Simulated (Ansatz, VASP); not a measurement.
# Two plane-wave programs on Ga

```
CELL_PARAMETERS angstrom
0.00000 2.88030 2.88030
2.88030 0.00000 2.88030
2.88030 2.88030 0.00000
ATOMIC_POSITIONS crystal
Ga 0.87500 0.87500 0.87500
Ga 0.12500 0.12500 0.12500
```

Alike in both runs: functional PBEsol; k mesh 13 × 13 × 13; occupations fermi-dirac, width 0.08 eV; no spin polarisation.

Ansatz relaxed the structure, and its values are those at the end. VASP's run is a single point on that final structure, the one shown.

```csv
,VASP,Ansatz
version,VASP 6.6.1,Ansatz 0.2.0
potentials or method,"VASP PAW PBE potentials, release 64 (Ga_d)","PAW with Ansatz's default frozen-core files, scalar-relativistic"
plane-wave cutoff (eV),520,420
valence electrons in the cell,26,26
```

|  | VASP | Ansatz | Ansatz less VASP |
| --- | --- | --- | --- |
| pressure (GPa) | 0.1 | 0.0 | -0.06 |

Caveats: the PAW data sets were made with another functional, which shifts forces and pressure a little (VASP).
